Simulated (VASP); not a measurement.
# H21O10F in VASP: further runs

Runs on H21O10F. Level: PBE+D3(BJ). Tasks: single point.

Everything below comes from runs of VASP 6.6.1. Logs are shortened: lines on timing, memory, paths and dates and some standing lists are left out, and cuts for length are marked.

## 1. The structure

The cell holds a amorphous, 32 atoms: a = 6.938 Å, b = 6.938 Å, c = 6.938 Å, α = 90.00°, β = 90.00°, γ = 90.00°.

The cell was built by a generator and needn't be a form met in nature.

## 2. Single point, PBE+D3(BJ)

INCAR reads:

```
PREC     = Accurate       # precision mode
ENCUT    = 520            # plane-wave cutoff, eV
EDIFF    = 1E-6           # SCF threshold, eV
ISMEAR   = -1             # smearing method
SIGMA    = 0.05           # smearing width, eV
LREAL    = Auto         
LASPH    = True           # aspherical terms in the spheres
NELM     = 100            # most SCF steps
ALGO     = Fast           # electronic algorithm
ISIF     = 2              # what is computed and relaxed
LWAVE    = False          # write WAVECAR
LCHARG   = False          # write CHGCAR
GGA      = PE             # functional
IVDW     = 12             # dispersion correction
NBANDS   = 66             # bands
```

KPOINTS reads:

```
Automatic mesh
0
Gamma
  1 1 1
```

POSCAR reads:

```
H21O10F
1.0
    6.9382320000      0.0000000000      0.0000000000
    0.0000000000      6.9382320000      0.0000000000
    0.0000000000      0.0000000000      6.9382320000
O H F
10 21 1
Direct
    0.7986616763      0.6783140143      0.5595950092
    0.2159483857      0.2179661908      0.6121876582
    1.0205770000     -0.0301805993      0.3749658414
    0.2457254240      1.0586846909      0.9805235685
    0.7427540618      0.2226503812      0.1462476320
    0.2600374274      0.5992592926      0.4374169097
    0.0660254659      0.4443639244      0.1242247305
    0.6595051881      0.9129415102      0.8587057913
    0.5786344417      0.1768606181      0.5880316484
    0.2548055470      0.6256781266      0.8316816157
    0.8700055000      0.7878808319      0.4959476708
    0.7260927568      0.7466887818      0.6631804759
    0.2259509339      0.3401298775      0.5376585851
    0.3559840605      0.1688614621      0.6038425928
    1.1041429575      0.0609233015      0.4434559121
    0.9236214644      0.0365943370      0.2911404519
    0.2077186234      1.1197521213      0.8547566585
    0.1700000807      0.9433527158      1.0055731777
    0.6467497772      0.2888055631      0.2227080328
    0.8470601733      0.3159162161      0.1506723903
    0.1668004183      0.5704335053      0.3311794705
    0.3849539767      0.6209795233      0.3736542681
    0.1172633028      0.5348480708      0.0268512209
    0.1337804789      0.3203121487      0.1088605858
    0.7296383286      0.9888253953      0.9622624323
    0.5210261058      0.9149449024      0.8977503203
    0.6232999992      0.3020365995      0.6247701143
    0.6475568992      0.0766189427      0.6633678436
    0.3602935157      0.5481079330      0.8650330516
    0.2472387778      0.6210083491      0.6887633622
    0.6873076599      0.6123606129      0.3986029870
    0.6085556090      0.5591914482      0.2824927157
```

Potentials or basis: VASP PAW PBE potentials, release 64 (O, H, F).

Started as:

```sh
> cat potpaw_PBE.64/O/POTCAR potpaw_PBE.64/H/POTCAR potpaw_PBE.64/F/POTCAR > POTCAR
> mpirun -np 1 vasp_gam > vasp.out
```

OUTCAR:

```text
PREC = Accurate
   ENCUT = 520
   EDIFF = 1E-6
   ISMEAR = -1
   LREAL = Auto
   LASPH = True
   NELM = 100
   ISIF = 2
   GGA = PE
   IVDW = 12
 IVDW          = 12

 ion  position               nearest neighbor table
   1  0.799  0.678  0.560-  12 1.00  11 1.01
   2  0.216  0.218  0.612-  13 1.00  14 1.03
   3  0.021  0.970  0.375-  15 0.98  16 1.00
   4  0.246  0.059  0.981-  18 0.97  17 1.01
   5  0.743  0.223  0.146-  19 0.97  20 0.97
   6  0.260  0.599  0.437-  22 0.98  21 1.00
   7  0.066  0.444  0.124-  24 0.99  23 0.99
   8  0.660  0.913  0.859-  26 1.00  25 1.01
   9  0.579  0.177  0.588-  27 0.96  28 0.99
  10  0.255  0.626  0.832-  29 0.94  30 0.99
  11  0.870  0.788  0.496-   1 1.01
  12  0.726  0.747  0.663-   1 1.00
  13  0.226  0.340  0.538-   2 1.00
  14  0.356  0.169  0.604-   2 1.03
  15  0.104  0.061  0.443-   3 0.98
  16  0.924  0.037  0.291-   3 1.00
[... 14 lines left out ...]
  31  0.687  0.612  0.399-  32 1.04
  32  0.609  0.559  0.282-  31 1.04

  LATTYP: Found a simple cubic cell.
 ALAT       =     6.9382320000

  Lattice vectors:

 A1 = (   6.9382320000,   0.0000000000,   0.0000000000)
 A2 = (   0.0000000000,   6.9382320000,   0.0000000000)
 A3 = (   0.0000000000,   0.0000000000,   6.9382320000)

Analysis of symmetry for initial positions (statically):
=====================================================================
 Subroutine PRICEL returns:
 Original cell was already a primitive cell.

 Routine SETGRP: Setting up the symmetry group for a
 simple cubic supercell.

 Subroutine GETGRP returns: Found  1 space group operations
 (whereof  1 operations were pure point group operations)
 out of a pool of 48 trial point group operations.

The static configuration has the point symmetry C_1 .

Analysis of symmetry for dynamics (positions and initial velocities):
=====================================================================
 Subroutine PRICEL returns:
 Original cell was already a primitive cell.

 Routine SETGRP: Setting up the symmetry group for a
 simple cubic supercell.

 Subroutine GETGRP returns: Found  1 space group operations
 (whereof  1 operations were pure point group operations)
 out of a pool of 48 trial point group operations.

The dynamic configuration has the point symmetry C_1 .

 Subroutine INISYM returns: Found  1 space group operations
 (whereof  1 operations are pure point group operations),
 and found     1 'primitive' translations

----------------------------------------------------------------------------------------

                                     Primitive cell

  volume of cell :     334.0000

  direct lattice vectors                    reciprocal lattice vectors
     6.938232000  0.000000000  0.000000000     0.144128937  0.000000000  0.000000000
     0.000000000  6.938232000  0.000000000     0.000000000  0.144128937  0.000000000
     0.000000000  0.000000000  6.938232000     0.000000000  0.000000000  0.144128937

  length of vectors
     6.938232000  6.938232000  6.938232000     0.144128937  0.144128937  0.144128937

  position of ions in fractional coordinates (direct lattice)
     0.798661676  0.678314014  0.559595009
     0.215948386  0.217966191  0.612187658
     0.020577000  0.969819401  0.374965841
     0.245725424  0.058684691  0.980523568
     0.742754062  0.222650381  0.146247632
     0.260037427  0.599259293  0.437416910
[... 24 lines left out ...]
     0.687307660  0.612360613  0.398602987
     0.608555609  0.559191448  0.282492716

  ion indices of the primitive-cell ions
   primitive index   ion index
                 1           1
                 2           2
                 3           3
                 4           4
                 5           5
                 6           6
[... 24 lines left out ...]
                31          31
                32          32

----------------------------------------------------------------------------------------

 KPOINTS: Automatic mesh

Automatic generation of k-mesh.
 Grid dimensions read from file:
 generate k-points for:    1    1    1

 Generating k-lattice:

  Cartesian coordinates                     Fractional coordinates (reciprocal lattice)
     0.144128937  0.000000000  0.000000000     1.000000000  0.000000000  0.000000000
     0.000000000  0.144128937  0.000000000     0.000000000  1.000000000  0.000000000
     0.000000000  0.000000000  0.144128937     0.000000000  0.000000000  1.000000000

  Length of vectors
     0.144128937  0.144128937  0.144128937

  Shift w.r.t. Gamma in fractional coordinates (k-lattice)
     0.000000000  0.000000000  0.000000000

 Subroutine IBZKPT returns following result:
 ===========================================

 Found      1 irreducible k-points:

 Following reciprocal coordinates:
            Coordinates               Weight
  0.000000  0.000000  0.000000      1.000000
   k-points           NKPTS =      1   k-points in BZ     NKDIM =      1   number of bands    NBANDS=     66
   number of dos      NEDOS =    301   number of ions     NIONS =     32
   total plane-waves  NPLWV = 157464
   dimension x,y,z NGX =    54 NGY =   54 NGZ =   54
   dimension x,y,z NGXF=   108 NGYF=  108 NGZF=  108
   ions per type =              10  21   1
   NGX,Y,Z   is equivalent  to a cutoff of  12.94, 12.94, 12.94 a.u.
   NGXF,Y,Z  is equivalent  to a cutoff of  25.88, 25.88, 25.88 a.u.
 SYSTEM =  unknown system
   PREC   = accura    normal or accurate (medium, high low for compatibility)
   ISTART =      0    job   : 0-new  1-cont  2-samecut
   ICHARG =      2    charge: 1-file 2-atom 10-const
   ISPIN  =      1    spin polarized calculation?
   LNONCOLLINEAR =      F non collinear calculations
   LSORBIT =      F    spin-orbit coupling
   LASPH  =      T    aspherical Exc in radial PAW
   ENCUT  =  520.0 eV  38.22 Ry    6.18 a.u.  12.90 12.90 12.90*2*pi/ulx,y,z
   NELM   =    100;   NELMIN=  2; NELMDL= -5     # of ELM steps
   EDIFF  = 0.1E-05   stopping-criterion for ELM
   LREAL  =      T    real-space projection
   EDIFFG = 0.1E-04   stopping-criterion for IOM
   NSW    =      0    number of steps for IOM
[... 5 lines left out ...]
   TEBEG  =    0.0;   TEEND  =   0.0 temperature during run
   PSTRESS=    0.0 pullay stress
   NELECT =      88.0000    total number of electrons
   NUPDOWN=      -1.0000    fix difference up-down
   EMIN   =  10.00;   EMAX   =-10.00  energy-range for DOS
   EFERMI =   0.00;   METHOD = LEGACY
   ISMEAR =    -1;   SIGMA  =   0.05  broadening in eV -4-tet -1-fermi 0-gaus
   EFERMI_NEDOS =   21; number of points for ismear=-14 and -15
   IALGO  =     68    algorithm
   IMIX   =      4    mixing-type and parameters
     AMIX     =   0.40;   BMIX     =  1.00
     AMIX_MAG =   1.60;   BMIX_MAG =  1.00
  volume/ion in A,a.u.               =      10.44        70.44
  Fermi-wavevector in a.u.,A,eV,Ry     =   1.049511  1.983288 14.986448  1.101473
  Thomas-Fermi vector in A             =   2.184476
   LORBIT       =      0    0 simple, 1 ext, 2 COOP (PROOUT), +10 PAW based schemes
   GGA     = PE    functional components
   LHFCALC =     F    Hartree Fock is set to
   AEXX    =    0.0000 exact exchange contribution
   IVDW    =    12    specifies the selected vdW correction
   LEPSILON=     F    determine dielectric tensor
   LRPA    =     F    only Hartree local field effects (RPA)
 non-spin polarized calculation
 RMM-DIIS sequential band-by-band and
  energy-cutoff  :      520.00
  volume of cell :      334.00
 maximum number of plane-waves:      4523
 NGX is ok and might be reduce to    50
   NGX = 25   NGY = 25   NGZ = 25

 number of electron      87.9999976 magnetization

 Free energy of the ion-electron system (eV)
  ---------------------------------------------------
  ext. energy  EPLUGINS =         0.00000000
  ---------------------------------------------------
  free energy    TOTEN  =      -154.39828987 eV

  energy without entropy =     -154.39828987  energy(sigma->0) =     -154.39828987

 E-fermi :  -2.3593     XC(G=0):  -6.6696

 val. band max:       -3.6637876770   @ k =   0.0000   0.0000   0.0000
 cond. band min:       0.8524505794   @ k =   0.0000   0.0000   0.0000
 fundamental gap:      4.5162382565
 Fermi energy:        -2.3593292062

 k-point     1 :       0.0000    0.0000    0.0000
  band No.  band energies     occupation
      1     -25.9354      2.00000
      2     -22.8366      2.00000
      3     -22.6972      2.00000
      4     -22.6043      2.00000
      5     -22.3022      2.00000
      6     -22.2697      2.00000
[... 48 lines left out ...]
     55       6.2133      0.00000
     56       6.3969      0.00000
 [bands above 56 left out]

------------------------ aborting loop because EDIFF is reached ----------------------------------------

 Edisp (eV)   -1.01839

 E8    (eV) :    -0.2065

  FORCE on cell =-STRESS in cart. coord.  units (eV):
  Direction    XX          YY          ZZ          XY          YZ          ZX
  --------------------------------------------------------------------------------------
  -------------------------------------------------------------------------------------
  Total       1.12233    -1.99461    -3.30599    -0.42238     0.00566    -1.08935
  in kB       5.38373    -9.56800   -15.85865    -2.02613     0.02713    -5.22553
  external pressure =       -6.68 kB  Pullay stress =        0.00 kB

 VOLUME and BASIS-vectors are now :
 -----------------------------------------------------------------------------
  energy-cutoff  :      520.00
  volume of cell :      334.00
      direct lattice vectors                 reciprocal lattice vectors
     6.938232000  0.000000000  0.000000000     0.144128937  0.000000000  0.000000000
     0.000000000  6.938232000  0.000000000     0.000000000  0.144128937  0.000000000
     0.000000000  0.000000000  6.938232000     0.000000000  0.000000000  0.144128937

 POSITION                                       TOTAL-FORCE (eV/Angst)
 -----------------------------------------------------------------------------------
      5.54130      4.70630      3.88260        -0.400675      0.669365     -0.476964
      1.49830      1.51230      4.24750         0.564670     -0.272044     -0.487396
      0.14277      6.72883      2.60160        -1.405471     -0.850744     -1.038277
      1.70490      0.40717      6.80310         0.160845      0.708980     -0.280969
      5.15340      1.54480      1.01470         0.069138     -0.982347     -0.166432
      1.80420      4.15780      3.03490        -0.337629     -0.209458     -0.111780
[... 24 lines left out ...]
      4.76870      4.24870      2.76560         0.055886     -0.084740      0.119163
      4.22230      3.87980      1.96000         0.141423      0.400001      0.371740
 -----------------------------------------------------------------------------------
    total drift:                               -0.001124      0.000626     -0.002086

  FREE ENERGIE OF THE ION-ELECTRON SYSTEM (eV)
  ---------------------------------------------------
  free  energy   TOTEN  =      -155.4166814418 eV

  energy  without entropy=     -155.4166814418  energy(sigma->0) =     -155.41668144
```

Run time: 34 s. Hardware: 1 thread of Intel Xeon Platinum 8559C (Emerald Rapids), shared host; peak memory 0.38 GiB.

What came out:

| Quantity | Value |
| --- | --- |
| Free energy | -155.4167 eV |
| Pressure | -0.7 GPa |
| Largest force | 1.943 eV/Å |
| Band gap on the k mesh | 4.52 eV, direct |
| Dispersion energy per atom | -0.032 eV |

Forces in eV/Å, atoms in the order of the input:
```
O   -0.401  0.669 -0.477
O    0.565 -0.272 -0.487
O   -1.405 -0.851 -1.038
O    0.161  0.709 -0.281
O    0.069 -0.982 -0.166
O   -0.338 -0.209 -0.112
O    0.033 -0.103  0.639
O    0.035  0.354  0.907
O    0.070 -0.858 -0.670
O   -1.214  1.273 -0.273
H    0.441 -0.184  0.131
H    0.277 -0.275 -0.022
H   -0.154 -0.124  0.434
H   -0.691  0.594  0.021
H   -0.114  0.591  0.347
H    0.746  0.120  0.843
H   -0.018 -0.584  0.478
H   -0.044  0.158 -0.270
H   -0.476 -0.094  0.220
H    0.601  0.539 -0.445
H    0.367  0.027  0.385
H   -0.153 -0.263 -0.018
H   -0.092 -0.347 -0.560
H    0.169  0.221 -0.247
H   -0.925 -0.477 -0.830
H    0.615  0.201 -0.008
H    0.490  0.497  0.313
H   -0.151  0.396  0.307
H    1.563 -1.069  0.405
H   -0.224  0.029 -0.017
H    0.056 -0.085  0.119
F    0.141  0.400  0.372
```

Stress tensor (GPa, compression positive):
```
 0.54 -0.20 -0.52
-0.20 -0.96  0.00
-0.52  0.00 -1.59
```

Levels at points of the mesh, in eV from the valence-band top:
```tsv
k point	band 40	band 41	band 42	band 43	band 44	band 45	band 46	band 47	band 48	band 49
(0.00, 0.00, 0.00)	-0.60	-0.42	-0.29	-0.23	0.00	4.52	7.17	7.60	7.95	8.10
```

Expect the measured gap to be larger: semilocal functionals such as PBE lack the derivative discontinuity.

(Part 1 of 2 ends here.)
